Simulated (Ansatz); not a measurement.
**AgBr: density of states with PBEsol+U**

AgBr:

```
Ag Br
1.0
     0.00000    2.87015    2.87015
     2.87015    0.00000    2.87015
     2.87015    2.87015    0.00000
Ag Br
1 1
Direct
  0.00000 0.00000 0.00000
  0.50000 0.50000 0.50000
```

| Quantity | Value |
| --- | --- |
| Program | Ansatz 0.2.0 |
| Task | density of states |
| Functional | PBEsol |
| Potentials or basis | all-electron LAPW, scalar-relativistic |
| Cutoff | 214 eV (chosen from the basis error) |
| Basis error allowed | 0.001 eV/atom |
| k mesh | 8 × 8 × 8 |
| Occupations | fermi-dirac, width 0.05 eV |
| Spin | no spin polarisation |
| Hubbard terms | Ag d U = 6 eV |

```
Pressure               : -0.6 GPa
Band gap on the k mesh : 1.30 eV, indirect (least direct gap 2.48 eV)
```

Levels at points of the mesh, in eV from the valence-band top:
```tsv
k point	band 18	band 19	band 20	band 21	band 22	band 23	band 24	band 25	band 26	band 27
(0.00, 0.00, 0.00)	-4.87	-4.87	-1.18	-1.18	-1.18	1.30	10.60	10.60	10.60	11.65
(0.00, 0.00, -0.50)	-4.57	-4.57	-3.23	0.00	0.00	4.33	7.31	7.43	7.43	12.81
(0.00, -0.50, -0.50)	-4.47	-4.22	-3.58	-2.10	-2.10	2.28	7.68	9.68	11.70	11.70
```

States per cell in windows of 0.5 eV (zero at the valence-band top; states under -8 eV left out):
```csv
from (eV),total
-8.0,0.00
-7.5,0.00
-7.0,0.00
-6.5,0.00
-6.0,0.01
-5.5,4.90
-5.0,4.26
-4.5,0.84
-4.0,0.00
-3.5,0.51
-3.0,1.24
-2.5,0.68
-2.0,0.83
-1.5,1.13
-1.0,0.92
-0.5,0.69
0.0,0.00
0.5,0.00
1.0,0.00
1.5,0.01
2.0,0.02
2.5,0.10
3.0,0.19
3.5,0.34
4.0,0.51
4.5,0.66
5.0,0.17
5.5,0.02
6.0,0.52
6.5,0.46
7.0,0.50
7.5,0.54
```

Run time: 7.1 s on 1 thread of Intel(R) Xeon(R) Platinum 8488C (Sapphire Rapids), on a shared host, peak memory 0.35 GiB.

Caveat: U is the effective U less J, on atomic orbitals that reach past the spheres. A k mesh can miss the band edges.
